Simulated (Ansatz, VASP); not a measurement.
Given: the input of a run of VASP 6.6.1 on CdS.

INCAR

```
ALGO = Normal ; EDIFF = 1E-7
ENCUT = 520 ; GGA = PE
ISIF = 2 ; ISMEAR = -1
LASPH = True ; LCHARG = True
LELF = True ; LREAL = False
LVHAR = True ; LWAVE = False
NBANDS = 16 ; NELM = 100
PREC = Accurate ; SIGMA = 0.05
```

File KPOINTS:

```
k-points
0
Gamma
  8 8 8
```

File POSCAR:

```
CdS
1.0
    0.0000000000      2.7532440000      2.7532440000
    2.7532440000      0.0000000000      2.7532440000
    2.7532440000      2.7532440000      0.0000000000
Cd S
1 1
Direct
    0.0043500000     -0.0227350000      0.0131390000
    0.5008350000      0.4939670000      0.4974020000
```

Potentials or basis: VASP PAW PBE potentials, release 64 (Cd, S).

The run is started by

```console
$ cat potpaw_PBE.64/Cd/POTCAR potpaw_PBE.64/S/POTCAR > POTCAR
$ mpirun -np 1 vasp_std > vasp.out
```

Q: Set up the same calculation for Ansatz 0.2.0. Potentials there: Ansatz PAW.

A: As run (the cutoff follows the program's own potentials):

File input.yaml:

```yaml
crystal:
  lattice:
    - [0.0, 2.753244, 2.753244]
    - [2.753244, 0.0, 2.753244]
    - [2.753244, 2.753244, 0.0]
  atoms:
    - { symbol: Cd, position: [0.00435, -0.022735, 0.013139] }
    - { symbol: S, position: [0.500835, 0.493967, 0.497402] }
hamiltonian:
  xc: pbe
  pseudopotentials: { kind: paw }
kpoints:
  mp_grid: { grid: [8, 8, 8] }
scf:
  occupations: { method: fermi_dirac, width: 0.05 }
output:
  forces: true
  stress: true
  eigenvalues: true
```

Potentials or basis: Ansatz PAW.

Launch:

```bash
$ ansatz run input.yaml --threads 1 --pin off --max-ram 3584MiB --backend cpu --events-out ev --progress --plain --runs-dir out
```

Both were run:

|  | VASP | Ansatz | Ansatz less VASP |
| --- | --- | --- | --- |
| gap on the k mesh at the Fermi level (eV) | 0.27 | 0.27 | +0.007 |
| least direct gap on the mesh (eV) | 1.53 | 1.55 | +0.024 |
| pressure (GPa) | 0.0 | -0.3 | -0.38 |
| largest component of the traceless stress (GPa) | 0.13 | 0.13 | -0.004 |
| rms of the force components (eV/Å) | 0.049 | 0.046 | -0.0034 |

Atom by atom the forces differ by 0.003 eV/Å (rms over components). The functional is the same, so the differences come from potentials, cutoffs and numerics. The two sets of potentials don't hold the same shells in valence.

A k mesh can miss the band edges.
